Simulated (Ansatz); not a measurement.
RbBr (started from an entry of an open crystallographic database) at its r2SCAN geometry, run in the PAW code Ansatz at 4 levels of theory. (Simulation; no magnetic order is allowed.)

The PBE+SOC input:
```yaml
crystal:
  lattice:
    - [0.0, 3.4608318259, 3.4608318259]
    - [3.4608318259, 0.0, 3.4608318259]
    - [3.4608318259, 3.4608318259, 0.0]
  atoms:
    - { symbol: Rb, position: [0.0, 0.0, 0.0] }
    - { symbol: Br, position: [0.5, 0.5, 0.5] }
kpoints:
  mp_grid: { grid: [6, 6, 6] }
  band_path:
    path:
      - [0.0, 0.0, 0.0]
      - [0.5, 0.0, 0.5]
      - [0.625, 0.25, 0.625]
      - [0.375, 0.375, 0.75]
      - [0.5, 0.5, 0.5]
      - [0.5, 0.25, 0.75]
    npoints: 1
hamiltonian:
  xc: pbe
scf:
  occupations: { method: fixed }
  n_extra_bands: 8
magnetization:
  noncollinear: true
  spin_orbit: true
output:
  forces: true
  stress: true
  eigenvalues: true
```

Main results, then, where recorded, the levels near the gap in eV from the Fermi energy (columns number the bands from 0), one row a point of the path (Γ, X, U, K, L, W):
```
Crystal: 2 atoms, lattice volume = 82.903 Å³
Symmetry: 48 space group operations + 48 with time reversal
Magnetic group: BNS 225.117 (UNI 1619)
```
```
Basis set: ecut = 420 eV, 1639 PW (Γ)
k-points: 16 of 216
SCF converged after 7 iterations
Free energy (F): -6054.936381 eV
Fermi energy:    1.184115 eV
--- Stress (GPa, compression-positive) ---
        0.544058       0.000000       0.000000
        0.000000       0.544058       0.000000
        0.000000       0.000000       0.544058
  P = ⅓ Tr σ = 0.5441 GPa (5.441 kbar)
```
```tsv
band_6	band_7	band_8	band_9	band_10	band_11	band_12	band_13	band_14	band_15	band_16	band_17	band_18	band_19	band_20	band_21
-8.427	-8.427	-8.427	-8.427	-0.494	-0.494	0.000	0.000	0.000	0.000	4.131	4.131	7.108	7.108	7.108	7.108
-8.566	-8.566	-8.496	-8.496	-0.750	-0.750	-0.364	-0.364	-0.158	-0.158	5.480	5.480	6.861	6.861	8.888	8.888
-8.536	-8.536	-8.466	-8.466	-0.830	-0.830	-0.469	-0.469	-0.317	-0.317	6.180	6.180	7.815	7.815	7.925	7.925
-8.536	-8.536	-8.466	-8.466	-0.830	-0.830	-0.469	-0.469	-0.317	-0.317	6.180	6.180	7.815	7.815	7.925	7.925
-8.435	-8.435	-8.408	-8.408	-1.171	-1.171	-0.574	-0.574	-0.345	-0.345	6.576	6.576	7.453	7.453	9.236	9.236
-8.550	-8.550	-8.455	-8.455	-0.830	-0.830	-0.427	-0.427	-0.380	-0.380	6.874	6.874	6.907	6.907	7.984	7.984
```

The PBE+SOC gap is direct at Γ: 4.13 eV.

HSE06. Against the first input these blocks differ (the band path and keys that only write files left aside):
```yaml
kpoints:
  mp_grid: { grid: [4, 4, 4] }
hamiltonian:
  xc: hse06
scf:
  occupations: { method: fixed }
  n_extra_bands: 4
```
(magnetization left out)

```
Basis set: ecut = 420 eV, 1639 PW (Γ)
k-points: 8 of 64
Exchange kernel: α = 0.2500, screened, ω = 0.2079 Å⁻¹, Wigner–Seitz truncation, v(0) = 1043.3254 eV·Å³, q-mesh 4×4×4
hybrid outer 1: dexx = +2.139e-3 eV, tail = 8.08e-6 eV
hybrid outer 2: dexx = +1.041e-7 eV, tail = 1.63e-8 eV, Δε = 1.15e-3 eV
hybrid SCF converged: 2 outer / 8 inner (+2 warm-up)
Free energy (F): -6058.567323 eV
Fermi energy:    0.164872 eV
--- Stress (GPa, compression-positive) ---
        0.312310       0.000000       0.000000
        0.000000       0.312310       0.000000
        0.000000       0.000000       0.312310
  P = ⅓ Tr σ = 0.3123 GPa (3.123 kbar)
```
```tsv
band_3	band_4	band_5	band_6	band_7	band_8	band_9	band_10
-9.081	-9.081	0.000	0.000	0.000	5.443	8.523	8.523
-9.149	-9.149	-0.492	-0.168	-0.168	6.775	8.298	10.267
-9.125	-9.106	-0.486	-0.424	-0.263	7.499	9.288	9.289
-9.125	-9.106	-0.486	-0.424	-0.263	7.499	9.288	9.289
-9.085	-9.027	-0.969	-0.341	-0.341	7.877	8.862	10.808
-9.200	-9.059	-0.481	-0.357	-0.357	8.238	8.238	9.453
```

With HSE06 the gap is 5.44 eV and direct, at Γ. The mean stress, +0.3 GPa, is small, and the program warns that its thresholds are loose for a hybrid's stress.

Question: In the first input these blocks are replaced (the band path and keys that only write files left aside):
```yaml
kpoints:
  mp_grid: { grid: [4, 4, 4] }
hamiltonian:
  xc: hse06
output:
  eigenvalues: true
```
What comes out?

Answer:
```
Basis set: ecut = 420 eV, 1639 PW (Γ)
k-points: 8 of 64
Exchange kernel: α = 0.2500, screened, ω = 0.2079 Å⁻¹, Wigner–Seitz truncation, v(0) = 1043.3254 eV·Å³, q-mesh 4×4×4
hybrid outer 1: dexx = +2.193e-3 eV, tail = 9.32e-6 eV
hybrid outer 2: dexx = +1.200e-7 eV, tail = 6.63e-8 eV, Δε = 1.72e-3 eV
hybrid SCF converged: 2 outer / 8 inner (+5 warm-up)
Free energy (F): -6057.016627 eV
Fermi energy:    0.336443 eV
```
```tsv
band_6	band_7	band_8	band_9	band_10	band_11	band_12	band_13	band_14	band_15	band_16	band_17	band_18	band_19	band_20	band_21
-8.960	-8.960	-8.960	-8.960	-0.527	-0.527	0.000	0.000	0.000	0.000	5.271	5.271	8.349	8.349	8.349	8.349
-9.106	-9.106	-9.032	-9.032	-0.799	-0.799	-0.386	-0.386	-0.170	-0.170	6.602	6.602	8.126	8.126	10.095	10.095
-9.073	-9.073	-8.998	-8.998	-0.877	-0.877	-0.491	-0.491	-0.333	-0.333	7.327	7.327	9.080	9.080	9.152	9.152
-9.073	-9.073	-8.998	-8.998	-0.877	-0.877	-0.491	-0.491	-0.333	-0.333	7.327	7.327	9.080	9.080	9.152	9.152
-8.964	-8.964	-8.929	-8.929	-1.221	-1.221	-0.600	-0.600	-0.358	-0.358	7.703	7.703	8.688	8.688	10.629	10.629
-9.089	-9.089	-8.985	-8.985	-0.877	-0.877	-0.447	-0.447	-0.399	-0.399	8.049	8.049	8.082	8.082	9.282	9.282
```
With HSE06+SOC the gap is 5.27 eV and direct, at Γ.

DDH-PBE0. Against the first input these blocks differ (the band path and keys that only write files left aside):
```yaml
crystal:
  host: atoms
kpoints:
  mp_grid: { grid: [4, 4, 4] }
hamiltonian:
  xc:
    exchange: pbe
    correlation: pbe
    exx: { coeff: inverse_dielectric }
scf:
  occupations: { method: fixed }
  n_extra_bands: 4
```
(magnetization left out)

```
ε∞ on k-mesh 4×4×4 of a primitive cell: xx 2.5099, yy 2.5099, zz 2.5099; 3/Tr ε∞, of that cell with its empty space = 0.398423450834399
Basis set: ecut = 420 eV, 1639 PW (Γ)
k-points: 8 of 64
hybrid outer 1: dexx = +1.186e-2 eV, tail = 6.25e-5 eV
hybrid outer 2: dexx = +2.478e-6 eV, tail = 1.10e-7 eV, Δε = 1.18e-3 eV
hybrid outer 3: dexx = +3.485e-9 eV, tail = 1.30e-9 eV, Δε = 5.33e-5 eV, ΔF = 2.10e-30 eV/Å
hybrid SCF converged: 3 outer / 12 inner (+2 warm-up)
Free energy (F): -6060.877815 eV
Fermi energy:    -0.979086 eV
--- Stress (GPa, compression-positive) ---
        0.134525       0.000000       0.000000
        0.000000       0.134525       0.000000
        0.000000       0.000000       0.134525
  P = ⅓ Tr σ = 0.1345 GPa (1.345 kbar)
```
```tsv
band_3	band_4	band_5	band_6	band_7	band_8	band_9	band_10
-9.413	-9.413	0.000	0.000	0.000	7.299	10.482	10.482
-9.485	-9.485	-0.529	-0.182	-0.182	8.638	10.262	12.187
-9.459	-9.438	-0.514	-0.456	-0.282	9.382	11.208	11.277
-9.459	-9.438	-0.514	-0.456	-0.282	9.382	11.208	11.277
-9.416	-9.352	-1.022	-0.362	-0.362	9.736	10.814	12.882
-9.539	-9.388	-0.509	-0.383	-0.383	10.142	10.142	11.448
```

With DDH-PBE0 the gap is 7.30 eV and direct, at Γ. The mean stress, +0.1 GPa, is small, and the program warns that its thresholds are loose for a hybrid's stress.

Small level splittings and stresses of the hybrids carry the error of their coarser meshes.

Totals of different functionals, or with and without spin-orbit coupling, can't be compared.

Only the levels marked +SOC include spin-orbit coupling.

The meshes of the hybrids are coarse, so their gaps aren't converged to the digits shown.
